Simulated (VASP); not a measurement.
# SnTe (Fm-3m) in VASP: further runs

Runs on SnTe. Level: LDA. Tasks: single point.

Program: VASP 6.6.1. These are calculated values, not measurements. Logs are shortened: lines on timing, memory, paths and dates and some standing lists are left out, and cuts for length are marked.

**Measured values to compare with.**

A printed reference work, textbook reports, for a bulk crystal of SnTe at 300 K: band gap 0.18 eV (direct).

How close the calculation comes is told below.

## Step 1: The cell of the first run

It takes space group Fm-3m (No. 225, cubic). Conventional cell: a = 6.237 Å, b = 6.237 Å, c = 6.237 Å, α = 90.00°, β = 90.00°, γ = 90.00°. Sn (site symmetry m-3m) has 6 Te at 3.12 Å within 4.1 Å. Te (site symmetry m-3m) has 6 Sn at 3.12 Å within 4.1 Å.

## Step 2: Single point, LDA

File INCAR:

```
SYSTEM = SnTe
PREC = Accurate
ENCUT = 520
EDIFF = 1E-7
ISMEAR = 0
SIGMA = 0.01
LREAL = .FALSE.
LASPH = .TRUE.
NELM = 80
ALGO = Normal
ISIF = 2
LWAVE = .FALSE.
LCHARG = .FALSE.
NBANDS = 17
```

File KPOINTS:

```
regular mesh
0
G
  10 10 10
  0 0 0
```

File POSCAR:

```
SnTe
1.0
    0.0000000000      3.1185587808      3.1185587808
    3.1185587808      0.0000000000      3.1185587808
    3.1185587808      3.1185587808      0.0000000000
Sn Te
1 1
Direct
    0.0000000000      0.0000000000      0.0000000000
    0.5000000000      0.5000000000      0.5000000000
```

Potentials or basis: VASP PAW LDA potentials, release 64 (Sn_d, Te).

Started as:

```
> cat potpaw_LDA.64/Sn_d/POTCAR potpaw_LDA.64/Te/POTCAR > POTCAR
> mpirun -np 1 vasp_std > vasp.out
```

OUTCAR:

```text
SYSTEM = SnTe
   PREC = Accurate
   ENCUT = 520
   EDIFF = 1E-7
   ISMEAR = 0
   LREAL = .FALSE.
   LASPH = .TRUE.
   NELM = 80
   ISIF = 2

 ion  position               nearest neighbor table
   1  0.000  0.000  0.000-   2 3.12   2 3.12   2 3.12   2 3.12   2 3.12   2 3.12
   2  0.500  0.500  0.500-   1 3.12   1 3.12   1 3.12   1 3.12   1 3.12   1 3.12

  LATTYP: Found a face centered cubic cell.
 ALAT       =     6.2371175616

  Lattice vectors:

 A1 = (   0.0000000000,   3.1185587808,   3.1185587808)
 A2 = (   3.1185587808,   0.0000000000,   3.1185587808)
 A3 = (   3.1185587808,   3.1185587808,   0.0000000000)

Analysis of symmetry for initial positions (statically):
=====================================================================
 Subroutine PRICEL returns:
 Original cell was already a primitive cell.

 Routine SETGRP: Setting up the symmetry group for a
 face centered cubic supercell.

 Subroutine GETGRP returns: Found 48 space group operations
 (whereof 48 operations were pure point group operations)
 out of a pool of 48 trial point group operations.

The static configuration has the point symmetry O_h .

Analysis of symmetry for dynamics (positions and initial velocities):
=====================================================================
 Subroutine PRICEL returns:
 Original cell was already a primitive cell.

 Routine SETGRP: Setting up the symmetry group for a
 face centered cubic supercell.

 Subroutine GETGRP returns: Found 48 space group operations
 (whereof 48 operations were pure point group operations)
 out of a pool of 48 trial point group operations.

The dynamic configuration has the point symmetry O_h .

 Subroutine INISYM returns: Found 48 space group operations
 (whereof 48 operations are pure point group operations),
 and found     1 'primitive' translations

----------------------------------------------------------------------------------------

                                     Primitive cell

  volume of cell :      60.6585

  direct lattice vectors                    reciprocal lattice vectors
     0.000000000  3.118558781  3.118558781    -0.160330472  0.160330472  0.160330472
     3.118558781  0.000000000  3.118558781     0.160330472 -0.160330472  0.160330472
     3.118558781  3.118558781  0.000000000     0.160330472  0.160330472 -0.160330472

  length of vectors
     4.410308123  4.410308123  4.410308123     0.277700523  0.277700523  0.277700523

  position of ions in fractional coordinates (direct lattice)
     0.000000000  0.000000000  0.000000000
     0.500000000  0.500000000  0.500000000

[... 77 lines left out ...]
   LREAL  =      F    real-space projection
   EDIFFG = 0.1E-05   stopping-criterion for IOM
   NSW    =      0    number of steps for IOM
   IBRION =     -1    ionic relax: 0-MD 1-quasi-New 2-CG
   NFREE  =      0    steps in history (QN), initial steepest desc. (CG)
   ISIF   =      2    stress and relaxation
   ISYM   =      2    0-nonsym 1-usesym 2-fastsym
   POTIM  = 0.5000    time-step for ionic-motion
   TEBEG  =    0.0;   TEEND  =   0.0 temperature during run
   PSTRESS=    0.0 pullay stress
   NELECT =      20.0000    total number of electrons
   NUPDOWN=      -1.0000    fix difference up-down
   EMIN   =  10.00;   EMAX   =-10.00  energy-range for DOS
   EFERMI =   0.00;   METHOD = LEGACY
   ISMEAR =     0;   SIGMA  =   0.01  broadening in eV -4-tet -1-fermi 0-gaus
   EFERMI_NEDOS =   21; number of points for ismear=-14 and -15
   IALGO  =     38    algorithm
   IMIX   =      4    mixing-type and parameters
     AMIX     =   0.40;   BMIX     =  1.00
     AMIX_MAG =   1.60;   BMIX_MAG =  1.00
  volume/ion in A,a.u.               =      30.33       204.67
  Fermi-wavevector in a.u.,A,eV,Ry     =   1.130978  2.137239 17.403371  1.279112
  Thomas-Fermi vector in A             =   2.267676
   LORBIT       =      0    0 simple, 1 ext, 2 COOP (PROOUT), +10 PAW based schemes
   GGA     = CA    functional components
   LHFCALC =     F    Hartree Fock is set to
   AEXX    =    0.0000 exact exchange contribution
   IVDW    =     0    specifies the selected vdW correction
   LEPSILON=     F    determine dielectric tensor
   LRPA    =     F    only Hartree local field effects (RPA)
 non-spin polarized calculation
 Gauss-broadening in eV      SIGMA  =   0.01
  energy-cutoff  :      520.00
  volume of cell :       60.66
 maximum number of plane-waves:      1660
 NGX is ok and might be reduce to    36
   NGX = 17   NGY = 17   NGZ = 17

 number of electron      19.9999997 magnetization

 Free energy of the ion-electron system (eV)
  ---------------------------------------------------
  ext. energy  EPLUGINS =         0.00000000
  ---------------------------------------------------
  free energy    TOTEN  =        -8.83237820 eV

  energy without entropy =       -8.83237820  energy(sigma->0) =       -8.83237820

 E-fermi :   7.2007     XC(G=0):  -9.8749

 val. band max:        7.0629223581   @ k =   0.5000   0.0000   0.0000
 cond. band min:       7.2716962557   @ k =   0.5000   0.0000   0.0000
 fundamental gap:      0.2087738976
 Fermi energy:         7.2007432133

 k-point     1 :       0.0000    0.0000    0.0000
  band No.  band energies     occupation
      1     -14.6754      2.00000
      2     -14.6754      2.00000
      3     -14.6644      2.00000
      4     -14.6644      2.00000
      5     -14.6644      2.00000
      6      -5.9186      2.00000
[... 457 lines left out ...]
      4     -14.6548      2.00000
      5     -14.6544      2.00000
      6      -4.6567      2.00000
[... 9 lines left out ...]
     16      16.4341      0.00000
     17      16.8320      0.00000

 [... further k-points ...]

------------------------ aborting loop because EDIFF is reached ----------------------------------------

  FORCE on cell =-STRESS in cart. coord.  units (eV):
  Direction    XX          YY          ZZ          XY          YZ          ZX
  --------------------------------------------------------------------------------------
  -------------------------------------------------------------------------------------
  Total        0.0029019      0.0029019      0.0029019     -0.0000000      0.0000000      0.0000000
  in kB        0.0766492      0.0766492      0.0766492     -0.0000000      0.0000000      0.0000000
  external PRESSURE =       0.0766492 kB  Pullay stress =       0.0000000 kB

 VOLUME and BASIS-vectors are now :
 -----------------------------------------------------------------------------
  energy-cutoff  :      520.00
  volume of cell :       60.66
      direct lattice vectors                 reciprocal lattice vectors
     0.000000000  3.118558781  3.118558781    -0.160330472  0.160330472  0.160330472
     3.118558781  0.000000000  3.118558781     0.160330472 -0.160330472  0.160330472
     3.118558781  3.118558781  0.000000000     0.160330472  0.160330472 -0.160330472

 POSITION                                       TOTAL-FORCE (eV/Angst)
 -----------------------------------------------------------------------------------
      0.00000      0.00000      0.00000         0.000000      0.000000      0.000000
      3.11856      3.11856      3.11856        -0.000000     -0.000000     -0.000000
 -----------------------------------------------------------------------------------
    total drift:                               -0.000000      0.000000      0.000000

  FREE ENERGIE OF THE ION-ELECTRON SYSTEM (eV)
  ---------------------------------------------------
  free  energy   TOTEN  =        -8.8323781958 eV

  energy  without entropy=       -8.8323781958  energy(sigma->0) =       -8.83237820
```

Wall time 37 s (1 thread of Intel Xeon Platinum 8488C (Sapphire Rapids), shared host); peak memory 0.2 GiB.

Results:

* Free energy: -8.8324 eV
* Pressure: 0.0 GPa
* Band gap on the k mesh: 0.21 eV

Caveat: spin-orbit coupling is left out, which moves the levels of the heavy elements.

## Step 3: Single point, LDA

File INCAR:

```
SYSTEM = SnTe
ALGO = Normal
EDIFF = 1E-6
ENCUT = 520
GGA = CA
ISIF = 2
ISMEAR = 0
LASPH = .TRUE.
LCHARG = .FALSE.
LREAL = .FALSE.
LWAVE = .FALSE.
NBANDS = 17
NELM = 80
PREC = Accurate
SIGMA = 0.03
```

File KPOINTS:

```
k-points
0
G
  10 10 10
  0 0 0
```

POSCAR is that of step 2.

Potentials or basis: VASP PAW LDA potentials, release 64 (Sn_d, Te).

Started as:

```
> cat potpaw_LDA.64/Sn_d/POTCAR potpaw_LDA.64/Te/POTCAR > POTCAR
> mpirun -np 1 vasp_std > vasp.out
```

It took 30 s on 1 thread of Intel Xeon Platinum 8488C (Sapphire Rapids), shared host; peak memory 0.19 GiB.

The run converged. Its results:

- Free energy: -8.8324 eV
- Pressure: 0.0 GPa
- Band gap on the k mesh: 0.21 eV

Levels at points of the mesh, in eV from the valence-band top:
```
           k point  band 7  band 8  band 9  band 10  band 11  band 12  band 13  band 14
(0.00, 0.00, 0.00)   -4.60   -2.14   -2.14    -2.14     3.42     3.42     3.42     4.79
(0.50, 0.00, 0.00)   -8.48   -1.78   -1.78     0.00     0.21     0.36     0.36     7.88
(0.50, 0.50, 0.00)   -6.51   -5.72   -3.81    -3.81     2.12     5.08     5.08     6.60
```

Caveat: spin-orbit coupling is left out, which moves the levels of the heavy elements.

## Step 4: Against experiment

Step 2. Against the measured gap of SnTe, 0.18 eV (direct; 300 K; a printed reference work, textbook), the calculated 0.21 eV is off by +0.03 eV. Spin-orbit coupling on Sn, Te is left out. The value is that of LDA on a finite k mesh, which can miss the band edges, without temperature or zero-point motion.

Step 3. Against the measured gap of SnTe, 0.18 eV (direct; 300 K; a printed reference work, textbook), the calculated 0.21 eV is off by +0.03 eV. Spin-orbit coupling on Sn, Te is left out. The value is that of LDA on a finite k mesh, which can miss the band edges, without temperature or zero-point motion.
